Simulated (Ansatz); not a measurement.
## What a trial cell of B relaxes into

Theory: DFT PBEsol, scalar-relativistic, plane waves, PAW in Ansatz.

The start puts B on the trigonal selenium structure type (P3_121, No. 152), at a guessed volume.

Input of the last, converged step (default PAW datasets):

```yaml
crystal:
  lattice:
    - [1.1788178746, 0.6805908172, 1.3056077213]
    - [-1.1788178746, 0.6805908172, 1.3056077213]
    - [0.0, -1.3611816344, 1.3056077213]
  atoms:
    - { symbol: B, position: [0.5, 0.5, 0.5] }
basis:
  ecutwfc: 420
kpoints:
  mp_grid: { grid: [30, 30, 30] }
hamiltonian:
  xc: pbesol
scf:
  occupations: { method: gaussian, width: 0.1 }
output:
  forces: true
  stress: true
  eigenvalues: true
relax:
  adjacent_minimum: "off"
  f_tol: 0.01
  max_steps: 80
  cell: { stress_tol: 0.05 }
```

It can be run as:

```bash
ansatz run input.yaml --threads 1 --pin off --backend cpu --events-out ev --progress --plain --runs-dir out  # memory cap (--max-ram) not shown
```

The program printed at the end:

```
SCF converged after 3 iterations
Free energy (F): -151.683047 eV
Harris-Foulkes:  -151.683047 eV  (|F-HF|=3.69e-13)
Internal energy: -151.681931 eV  (E = F + TS)
E sigma→0 (E₀):  -151.682489 eV
Entropy (-TS):   -0.001117 eV (-1.117 meV/atom)
Fermi energy:    12.318996 eV
--- Per-component energies (eV) ---
  E_band       = 15.865462
  E_kinetic    = 47.945380
  E_local      = -4.649753  (includes V_loc(G=0)·N_el)
  E_nonlocal   = 11.882633
  E_hartree    = 0.762848
  E_xc         = -32.106414
  E_vxc        = -38.275949  (∫ρ·V_xc dr)
  E_paw        = -75.334835  (= ΣΔE_a)
  E_vpaw       = -2.562545  (= ΣTr[D̂ρ^β])
  E_aug_tail   = -0.000003  (compensation charges beyond the density's cutoff)
  E_ewald      = -100.196498
  E_core_change = 0.014711  (= ΣΔE_core)
  E_smearing   = -0.001117  (= −TS)
  E_closure    = 0.000000  (closes the sum)
  Σ components = -151.683047   (vs F -151.683047, Δ=0.00e0)
--- Forces (eV/Å), atoms counted from 1 ---
  atom   1  B      0.00000000     0.00000000     0.00000000
  max |Σ_I F_I| component: 4.21e-30 eV/Å
--- Stress (GPa, compression-positive) ---
        0.009802       0.000000       0.000000
        0.000000       0.009802       0.000000
        0.000000       0.000000      -0.014058
  P = ⅓ Tr σ = 0.0018 GPa (0.018 kbar)
--- Relaxed structure (4 steps of the walk, 4 accepted, 1 SCFs on fresh bases) ---
  F+E_penalty+E_count = -151.68304742 eV   max|allowed force component| = 0.000e0 eV/Å   (the final SCF, on the basis selected at the relaxed cell)
  cell:  # Å, volume = 6.2941 Å³
    - [1.181599, 0.682197, 1.301365]
    - [-1.181599, 0.682197, 1.301365]
    - [0.000000, -1.364393, 1.301365]
  atoms:
    - { symbol: B, position: [0.500000, 0.500000, 0.500000] }
```

Absolute energies hang on the potentials; compare differences alone.

The result has space group R-3m (No. 166). Around B lie 6 B at 1.89 Å.

It lies 0.99 eV/atom above the element's standard state at the same level.

For metals, differences of a few meV/atom aren't resolved.

A later test with randomly moved atoms lowered the energy by 702 meV/atom on a coarse mesh, so it isn't stable against such moves and is likely a saddle point held by symmetry.